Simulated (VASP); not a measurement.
# Mg (Fmmm) in VASP: notebook

The runs below take Mg through single point, with PBE.

Program: VASP 6.6.1. These are calculated values, not measurements. Logs are shortened: lines on timing, memory, paths and dates and some standing lists are left out, and cuts for length are marked.

### 1 The cell of the first run

Symmetry: Fmmm, No. 69, orthorhombic system. Conventional cell: a = 3.546 Å, b = 4.901 Å, c = 5.127 Å, α = 90.00°, β = 90.00°, γ = 90.00°. Around Mg (site symmetry mmm) lie 8 Mg at 3.02 to 3.12 Å.

This isn't the form of Mg at room conditions, which is hcp.

### 2 Single point, PBE (strain +0.0450 x Voigt [0, 0, 0, 0, 1, 0], atoms carried along)

File INCAR:

```
PREC = Accurate ; ENCUT = 520
EDIFF = 1E-6 ; ISMEAR = 0
SIGMA = 0.15 ; LREAL = False
LASPH = True ; NELM = 100
ALGO = Fast ; ISIF = 2
LWAVE = False ; LCHARG = False
GGA = PE ; NBANDS = 7
```

File KPOINTS:

```
Automatic mesh
0
Gamma
  18 18 18
```

File POSCAR:

```
Mg
1.0
   -1.7328772955      1.7727644967      1.7328772955
    1.8126516979     -1.7727644967      1.8126516979
    1.7328772955      1.7727644967     -1.7328772955
Mg
1
Direct
    0.0000000000      0.0000000000      0.0000000000
```

Potentials or basis: VASP PAW PBE potentials, release 64 (Mg).

Command:

```sh
$ cat potpaw_PBE.64/Mg/POTCAR > POTCAR
$ mpirun -np 1 vasp_std > vasp.out
```

OUTCAR:

```text
PREC = Accurate
   ENCUT = 520
   EDIFF = 1E-6
   ISMEAR = 0
   LREAL = False
   LASPH = True
   NELM = 100
   ISIF = 2
   GGA = PE

 ion  position               nearest neighbor table
   1  0.000  0.000  0.000-

  LATTYP: Found a face centered orthorhombic cell.
 ALAT       =     3.5455289934
 B/A-ratio  =     1.3823937572
 C/A-ratio  =     1.4460333675

  Lattice vectors:

 A1 = (  -0.0797744024,   0.0000000000,  -3.5455289934)
 A2 = (  -1.8126516979,   1.7727644967,  -1.8126516979)
 A3 = (   1.7328772955,   1.7727644967,  -1.7328772955)

Analysis of symmetry for initial positions (statically):
=====================================================================
 Subroutine PRICEL returns:
 Original cell was already a primitive cell.

 Routine SETGRP: Setting up the symmetry group for a
 face centered orthorhombic supercell.

 Subroutine GETGRP returns: Found  8 space group operations
 (whereof  8 operations were pure point group operations)
 out of a pool of  8 trial point group operations.

The static configuration has the point symmetry D_2h.

Analysis of symmetry for dynamics (positions and initial velocities):
=====================================================================
 Subroutine PRICEL returns:
 Original cell was already a primitive cell.

 Routine SETGRP: Setting up the symmetry group for a
 face centered orthorhombic supercell.

 Subroutine GETGRP returns: Found  8 space group operations
 (whereof  8 operations were pure point group operations)
 out of a pool of  8 trial point group operations.

The dynamic configuration has the point symmetry D_2h.

 Subroutine INISYM returns: Found  8 space group operations
 (whereof  8 operations are pure point group operations),
 and found     1 'primitive' translations

----------------------------------------------------------------------------------------

                                     Primitive cell

  volume of cell :      22.2737

  direct lattice vectors                    reciprocal lattice vectors
    -1.732877296  1.772764497  1.732877296    -0.006349235  0.282045360  0.282188217
     1.812651698 -1.772764497  1.812651698     0.275838983  0.000000000  0.275838983
     1.732877296  1.772764497 -1.732877296     0.282188217  0.282045360 -0.006349235

  length of vectors
     3.024635747  3.116746110  3.024635747     0.399023919  0.390095230  0.399023919

  position of ions in fractional coordinates (direct lattice)
     0.000000000  0.000000000  0.000000000
[... 78 lines left out ...]
   EDIFFG = 0.1E-04   stopping-criterion for IOM
   NSW    =      0    number of steps for IOM
   IBRION =     -1    ionic relax: 0-MD 1-quasi-New 2-CG
   NFREE  =      0    steps in history (QN), initial steepest desc. (CG)
   ISIF   =      2    stress and relaxation
   ISYM   =      2    0-nonsym 1-usesym 2-fastsym
   POTIM  = 0.5000    time-step for ionic-motion
   TEBEG  =    0.0;   TEEND  =   0.0 temperature during run
   PSTRESS=    0.0 pullay stress
   NELECT =       2.0000    total number of electrons
   NUPDOWN=      -1.0000    fix difference up-down
   EMIN   =  10.00;   EMAX   =-10.00  energy-range for DOS
   EFERMI =   0.00;   METHOD = LEGACY
   ISMEAR =     0;   SIGMA  =   0.15  broadening in eV -4-tet -1-fermi 0-gaus
   EFERMI_NEDOS =   21; number of points for ismear=-14 and -15
   IALGO  =     68    algorithm
   IMIX   =      4    mixing-type and parameters
     AMIX     =   0.40;   BMIX     =  1.00
     AMIX_MAG =   1.60;   BMIX_MAG =  1.00
  volume/ion in A,a.u.               =      22.27       150.31
  Fermi-wavevector in a.u.,A,eV,Ry     =   0.733084  1.385328  7.311937  0.537412
  Thomas-Fermi vector in A             =   1.825706
   LORBIT       =      0    0 simple, 1 ext, 2 COOP (PROOUT), +10 PAW based schemes
   GGA     = PE    functional components
   LHFCALC =     F    Hartree Fock is set to
   AEXX    =    0.0000 exact exchange contribution
   IVDW    =     0    specifies the selected vdW correction
   LEPSILON=     F    determine dielectric tensor
   LRPA    =     F    only Hartree local field effects (RPA)
 non-spin polarized calculation
 RMM-DIIS sequential band-by-band and
 Gauss-broadening in eV      SIGMA  =   0.15
  energy-cutoff  :      520.00
  volume of cell :       22.27
 maximum number of plane-waves:       616
   NGX = 11   NGY = 11   NGZ = 11

 number of electron       2.0000000 magnetization

 Free energy of the ion-electron system (eV)
  ---------------------------------------------------
  ext. energy  EPLUGINS =         0.00000000
  ---------------------------------------------------
  free energy    TOTEN  =        -1.47304377 eV

  energy without entropy =       -1.46805222  energy(sigma->0) =       -1.47054800

 E-fermi :   2.8334     XC(G=0):  -8.5880

 val. band max:        2.8310980273   @ k =  -0.4444   0.3889   0.3889
 cond. band min:       2.8389979921   @ k =  -0.3889  -0.3889   0.1111
 fundamental gap:      0.0078999648
 Fermi energy:         2.8333539338

 k-point     1 :       0.0000    0.0000    0.0000
  band No.  band energies     occupation
      1      -4.2663      2.00000
      2      15.7662      0.00000
      3      15.8139      0.00000
      4      16.2647      0.00000
      5      17.5730      0.00000
      6      18.0912      0.00000
      7      18.3611      0.00000
[... 221 lines left out ...]
 k-point    24 :      -0.2778    0.0556   -0.0000
  band No.  band energies     occupation
      1      -2.7077      2.00000
      2       8.5479      0.00000
      3      11.8840      0.00000
      4      13.7820      0.00000
      5      15.0277      0.00000
      6      16.1090      0.00000
      7      18.9355      0.00000

 [... further k-points ...]

------------------------ aborting loop because EDIFF is reached ----------------------------------------

  FORCE on cell =-STRESS in cart. coord.  units (eV):
  Direction    XX          YY          ZZ          XY          YZ          ZX
  --------------------------------------------------------------------------------------
  -------------------------------------------------------------------------------------
  Total        0.1425098      0.1476696      0.1425098      0.0000000      0.0000000     -0.2135511
  in kB       10.2509009     10.6220538     10.2509009      0.0000000      0.0000000    -15.3609914
  external PRESSURE =      10.3746185 kB  Pullay stress =       0.0000000 kB

 VOLUME and BASIS-vectors are now :
 -----------------------------------------------------------------------------
  energy-cutoff  :      520.00
  volume of cell :       22.27
      direct lattice vectors                 reciprocal lattice vectors
    -1.732877296  1.772764497  1.732877296    -0.006349235  0.282045360  0.282188217
     1.812651698 -1.772764497  1.812651698     0.275838983  0.000000000  0.275838983
     1.732877296  1.772764497 -1.732877296     0.282188217  0.282045360 -0.006349235

 POSITION                                       TOTAL-FORCE (eV/Angst)
 -----------------------------------------------------------------------------------
      0.00000      0.00000      0.00000        -0.000000      0.000000     -0.000000
 -----------------------------------------------------------------------------------
    total drift:                                0.000000     -0.000000     -0.000000

  FREE ENERGIE OF THE ION-ELECTRON SYSTEM (eV)
  ---------------------------------------------------
  free  energy   TOTEN  =        -1.4730437699 eV

  energy  without entropy=       -1.4680522228  energy(sigma->0) =       -1.47054800
```

stdout:

```text
POSCAR found type information on POSCAR Mg
 POSCAR found :  1 types and       1 ions
 scaLAPACK will be used
 LDA part: xc-table for (Slater+PW92), standard interpolation
 POSCAR, INCAR and KPOINTS ok, starting setup
 FFT: planning ... GRIDC
 FFT: planning ... GRID_SOFT
 FFT: planning ... GRID
 WAVECAR not read
 entering main loop
```

Wall time 40 s (1 thread of AMD EPYC 9R45 (Zen 5), shared host); peak memory 0.23 GiB.

Results:

- Free energy: -1.4730 eV
- Pressure: 1.0 GPa
- Band gap on the k mesh: none (metal or under the smearing width)

Stress tensor (GPa, compression positive):
```
 1.03  0.00 -1.54
 0.00  1.06  0.00
-1.54  0.00  1.03
```

### 3 Single point, PBE (strain -0.0300 x Voigt [0, 0, 0, 0, 1, 0], atoms carried along)

File INCAR:

```
  PREC = Accurate
  ENCUT = 520
  EDIFF = 1E-6
  ISMEAR = 0
  SIGMA = 0.15
  LREAL = F
  LASPH = T
  NELM = 100
  ALGO = Fast
  ISIF = 2
  LWAVE = F
  LCHARG = F
  GGA = PE
  NBANDS = 7
```

KPOINTS is that of step 2.

File POSCAR:

```
Mg
1.0
   -1.7993559642      1.7727644967      1.7993559642
    1.7461730292     -1.7727644967      1.7461730292
    1.7993559642      1.7727644967     -1.7993559642
Mg
1
Direct
    0.0000000000      0.0000000000      0.0000000000
```

Potentials or basis: VASP PAW PBE potentials, release 64 (Mg).

Command:

```sh
$ cat potpaw_PBE.64/Mg/POTCAR > POTCAR
$ mpirun -np 1 vasp_std > vasp.out
```

OUTCAR:

```text
PREC = Accurate
   ENCUT = 520
   EDIFF = 1E-6
   ISMEAR = 0
   LREAL = F
   LASPH = T
   NELM = 100
   ISIF = 2
   GGA = PE

 ion  position               nearest neighbor table
   1  0.000  0.000  0.000-

  LATTYP: Found a face centered orthorhombic cell.
 ALAT       =     3.5455289934
 B/A-ratio  =     1.3930003589
 C/A-ratio  =     1.4354267658

  Lattice vectors:

 A1 = (   3.5455289934,   0.0000000000,  -0.0531829350)
 A2 = (   1.7993559642,   1.7727644967,  -1.7993559642)
 A3 = (   1.7461730292,   1.7727644967,   1.7461730292)

Analysis of symmetry for initial positions (statically):
=====================================================================
 Subroutine PRICEL returns:
 Original cell was already a primitive cell.

 Routine SETGRP: Setting up the symmetry group for a
 face centered orthorhombic supercell.

 Subroutine GETGRP returns: Found  8 space group operations
 (whereof  8 operations were pure point group operations)
 out of a pool of  8 trial point group operations.

The static configuration has the point symmetry D_2h.

Analysis of symmetry for dynamics (positions and initial velocities):
=====================================================================
 Subroutine PRICEL returns:
 Original cell was already a primitive cell.

 Routine SETGRP: Setting up the symmetry group for a
 face centered orthorhombic supercell.

 Subroutine GETGRP returns: Found  8 space group operations
 (whereof  8 operations were pure point group operations)
 out of a pool of  8 trial point group operations.

The dynamic configuration has the point symmetry D_2h.

 Subroutine INISYM returns: Found  8 space group operations
 (whereof  8 operations are pure point group operations),
 and found     1 'primitive' translations

----------------------------------------------------------------------------------------

                                     Primitive cell

  volume of cell :      22.2800

  direct lattice vectors                    reciprocal lattice vectors
    -1.799355964  1.772764497  1.799355964     0.004231633  0.282045360  0.282108834
     1.746173029 -1.772764497  1.746173029     0.286340467  0.000000000  0.286340467
     1.799355964  1.772764497 -1.799355964     0.282108834  0.282045360  0.004231633

  length of vectors
     3.101299362  3.039890534  3.101299362     0.398939702  0.404946571  0.398939702

  position of ions in fractional coordinates (direct lattice)
     0.000000000  0.000000000  0.000000000

  ion indices of the primitive-cell ions
   primitive index   ion index
                 1           1

----------------------------------------------------------------------------------------

 KPOINTS: Automatic mesh

Automatic generation of k-mesh.
 Grid dimensions read from file:
 generate k-points for:   18   18   18

 Generating k-lattice:

  Cartesian coordinates                     Fractional coordinates (reciprocal lattice)
     0.000235091  0.015669187  0.015672713     0.055555556  0.000000000 -0.000000000
     0.015907804  0.000000000  0.015907804     0.000000000  0.055555556  0.000000000
     0.015672713  0.015669187  0.000235091    -0.000000000  0.000000000  0.055555556

  Length of vectors
     0.022163317  0.022497032  0.022163317

  Shift w.r.t. Gamma in fractional coordinates (k-lattice)
     0.000000000  0.000000000  0.000000000

 Subroutine IBZKPT returns following result:
 ===========================================

 Found    865 irreducible k-points:

 Following reciprocal coordinates:
            Coordinates               Weight
  0.000000  0.000000  0.000000      1.000000
  0.055556 -0.000000 -0.000000      8.000000
  0.111111 -0.000000 -0.000000      8.000000
  0.166667 -0.000000 -0.000000      8.000000
  0.222222 -0.000000 -0.000000      8.000000
  0.277778  0.000000 -0.000000      8.000000
[... 16 lines left out ...]
 -0.333333  0.055556  0.000000      8.000000
 -0.277778  0.055556  0.000000      8.000000
 [... further k-points ...]
   k-points           NKPTS =    865   k-points in BZ     NKDIM =    865   number of bands    NBANDS=      7
   number of dos      NEDOS =    301   number of ions     NIONS =      1
   total plane-waves  NPLWV =  13824
   dimension x,y,z NGX =    24 NGY =   24 NGZ =   24
   dimension x,y,z NGXF=    48 NGYF=   48 NGZF=   48
   ions per type =               1
   NGX,Y,Z   is equivalent  to a cutoff of  12.87, 13.13, 12.87 a.u.
   NGXF,Y,Z  is equivalent  to a cutoff of  25.73, 26.25, 25.73 a.u.
 SYSTEM =  unknown system
   PREC   = accura    normal or accurate (medium, high low for compatibility)
   ISTART =      0    job   : 0-new  1-cont  2-samecut
   ICHARG =      2    charge: 1-file 2-atom 10-const
   ISPIN  =      1    spin polarized calculation?
   LNONCOLLINEAR =      F non collinear calculations
   LSORBIT =      F    spin-orbit coupling
   LASPH  =      T    aspherical Exc in radial PAW
   ENCUT  =  520.0 eV  38.22 Ry    6.18 a.u.   5.77  5.65  5.77*2*pi/ulx,y,z
   NELM   =    100;   NELMIN=  2; NELMDL= -5     # of ELM steps
   EDIFF  = 0.1E-05   stopping-criterion for ELM
   LREAL  =      F    real-space projection
   EDIFFG = 0.1E-04   stopping-criterion for IOM
   NSW    =      0    number of steps for IOM
   IBRION =     -1    ionic relax: 0-MD 1-quasi-New 2-CG
   NFREE  =      0    steps in history (QN), initial steepest desc. (CG)
   ISIF   =      2    stress and relaxation
   ISYM   =      2    0-nonsym 1-usesym 2-fastsym
   POTIM  = 0.5000    time-step for ionic-motion
   TEBEG  =    0.0;   TEEND  =   0.0 temperature during run
   PSTRESS=    0.0 pullay stress
   NELECT =       2.0000    total number of electrons
   NUPDOWN=      -1.0000    fix difference up-down
   EMIN   =  10.00;   EMAX   =-10.00  energy-range for DOS
   EFERMI =   0.00;   METHOD = LEGACY
   ISMEAR =     0;   SIGMA  =   0.15  broadening in eV -4-tet -1-fermi 0-gaus
   EFERMI_NEDOS =   21; number of points for ismear=-14 and -15
   IALGO  =     68    algorithm
   IMIX   =      4    mixing-type and parameters
     AMIX     =   0.40;   BMIX     =  1.00
     AMIX_MAG =   1.60;   BMIX_MAG =  1.00
  volume/ion in A,a.u.               =      22.28       150.35
  Fermi-wavevector in a.u.,A,eV,Ry     =   0.733015  1.385198  7.310565  0.537311
  Thomas-Fermi vector in A             =   1.825620
   LORBIT       =      0    0 simple, 1 ext, 2 COOP (PROOUT), +10 PAW based schemes
   GGA     = PE    functional components
   LHFCALC =     F    Hartree Fock is set to
   AEXX    =    0.0000 exact exchange contribution
   IVDW    =     0    specifies the selected vdW correction
   LEPSILON=     F    determine dielectric tensor
   LRPA    =     F    only Hartree local field effects (RPA)
 non-spin polarized calculation
 RMM-DIIS sequential band-by-band and
 Gauss-broadening in eV      SIGMA  =   0.15
  energy-cutoff  :      520.00
  volume of cell :       22.28
 maximum number of plane-waves:       614
   NGX = 11   NGY = 11   NGZ = 11

 number of electron       2.0000000 magnetization

 Free energy of the ion-electron system (eV)
  ---------------------------------------------------
  ext. energy  EPLUGINS =         0.00000000
  ---------------------------------------------------
  free energy    TOTEN  =        -1.47586957 eV

  energy without entropy =       -1.47128388  energy(sigma->0) =       -1.47357672

 E-fermi :   2.8301     XC(G=0):  -8.5874

 val. band max:        2.8188988146   @ k =   0.4444  -0.0000   0.1667
 cond. band min:       2.8378634082   @ k =   0.4444   0.1667  -0.0000
 fundamental gap:      0.0189645936
 Fermi energy:         2.8300717126

 k-point     1 :       0.0000    0.0000    0.0000
  band No.  band energies     occupation
      1      -4.2665      2.00000
      2      15.8811      0.00000
      3      15.9018      0.00000
      4      16.1818      0.00000
      5      17.8586      0.00000
      6      18.0804      0.00000
      7      18.2129      0.00000
[... 221 lines left out ...]
 k-point    24 :      -0.2778    0.0556    0.0000
  band No.  band energies     occupation
      1      -2.7302      2.00000
      2       8.5972      0.00000
      3      12.0705      0.00000
      4      13.0685      0.00000
      5      14.9198      0.00000
      6      16.7398      0.00000
      7      18.9107      0.00000

 [... further k-points ...]

------------------------ aborting loop because EDIFF is reached ----------------------------------------

  FORCE on cell =-STRESS in cart. coord.  units (eV):
  Direction    XX          YY          ZZ          XY          YZ          ZX
  --------------------------------------------------------------------------------------
  -------------------------------------------------------------------------------------
  Total        0.1325292      0.1428802      0.1325292      0.0000000      0.0000000      0.1557583
  in kB        9.5303031     10.2746551      9.5303031      0.0000000      0.0000000     11.2007325
  external PRESSURE =       9.7784205 kB  Pullay stress =       0.0000000 kB

 VOLUME and BASIS-vectors are now :
 -----------------------------------------------------------------------------
  energy-cutoff  :      520.00
  volume of cell :       22.28
      direct lattice vectors                 reciprocal lattice vectors
    -1.799355964  1.772764497  1.799355964     0.004231633  0.282045360  0.282108834
     1.746173029 -1.772764497  1.746173029     0.286340467  0.000000000  0.286340467
     1.799355964  1.772764497 -1.799355964     0.282108834  0.282045360  0.004231633

 POSITION                                       TOTAL-FORCE (eV/Angst)
 -----------------------------------------------------------------------------------
      0.00000      0.00000      0.00000        -0.000000      0.000000      0.000000
 -----------------------------------------------------------------------------------
    total drift:                               -0.000000      0.000000      0.000000

  FREE ENERGIE OF THE ION-ELECTRON SYSTEM (eV)
  ---------------------------------------------------
  free  energy   TOTEN  =        -1.4758695666 eV

  energy  without entropy=       -1.4712838834  energy(sigma->0) =       -1.47357672
```

OSZICAR:

```text
N       E                     dE             d eps       ncg     rms          rms(c)
DAV:   1    -0.788905966965E+00   -0.78891E+00   -0.80665E+02 13195   0.196E+02
DAV:   2    -0.148167752033E+01   -0.69277E+00   -0.65793E+00 15897   0.113E+01
DAV:   3    -0.148437357283E+01   -0.26961E-02   -0.26952E-02 15400   0.797E-01
DAV:   4    -0.148437774970E+01   -0.41769E-05   -0.41766E-05 17367   0.236E-02
DAV:   5    -0.148437776146E+01   -0.11759E-07   -0.11817E-07 15386   0.797E-04    0.677E-01
RMM:   6    -0.148029110439E+01    0.40867E-02   -0.23407E-04 12113   0.120E-01    0.432E-01
RMM:   7    -0.147585846916E+01    0.44326E-02   -0.10337E-03 12599   0.227E-01    0.238E-02
RMM:   8    -0.147586972291E+01   -0.11254E-04   -0.43101E-05 12756   0.442E-02    0.569E-03
RMM:   9    -0.147586956658E+01    0.15633E-06   -0.30675E-06 13277   0.102E-02
   1 F= -.14758696E+01 E0= -.14735767E+01  d E =-.458568E-02
```

Wall time 41 s (1 thread of AMD EPYC 9R45 (Zen 5), shared host); peak memory 0.23 GiB.

What came out:

```yaml
Free_energy: -1.4759 eV
Pressure: 1.0 GPa
Band_gap_on_the_k_mesh: none (metal or under the smearing width)
```

Stress tensor (GPa, compression positive):
```
0.95 0.00 1.12
0.00 1.03 0.00
1.12 0.00 0.95
```
